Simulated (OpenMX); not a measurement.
Runs of OpenMX 3.8.5 on Ir. It takes space group P6_3/mmc (No. 194, hexagonal). The conventional cell has a = 2.676 Å, b = 2.676 Å, c = 4.340 Å, α = 90.00°, β = 90.00°, γ = 120.00°. Around Ir (site symmetry -6m2) lie 12 Ir at 2.66 to 2.68 Å. This isn't the form of Ir at room conditions, which is fcc.

```tsv
cell	gap on the mesh (eV)	pressure (GPa)	largest force (eV/Å)
P6_3/mmc, 13.46 Å³/atom	none	37.0	0.04
P6_3/mmc, 15.8 Å³/atom	none	-22.5	0.03
P6_3/mmc, 14.63 Å³/atom	none	(a)	0.03
P6_3/mmc, 12.87 Å³/atom	none	63.0	0.04
P6_3/mmc, 15.21 Å³/atom	none	-12.6	0.03
P6_3/mmc, 14.04 Å³/atom	none	(b)	0.04
```

Alike in all rows: task single point; level PBE; potentials or basis OpenMX 2013 PBE set, Ir7.0-s3p2d2f1, grid cutoff 400 Ry; no spin polarisation; k mesh 9 × 9 × 5; smearing fermi-dirac 0.05 eV.

**Question.** Estimate the missing entries.

**Answer.** (a) 0.2; (b) 16.3.

Caveats: the basis of atomic orbitals isn't converged, which shifts pressures, moduli and gaps; the cell as given lies far from equilibrium (some runs).

A k mesh can miss the band edges, and the runs leave out spin-orbit coupling on Ir.

A gap of «none» marks a metal or a gap under the smearing width.
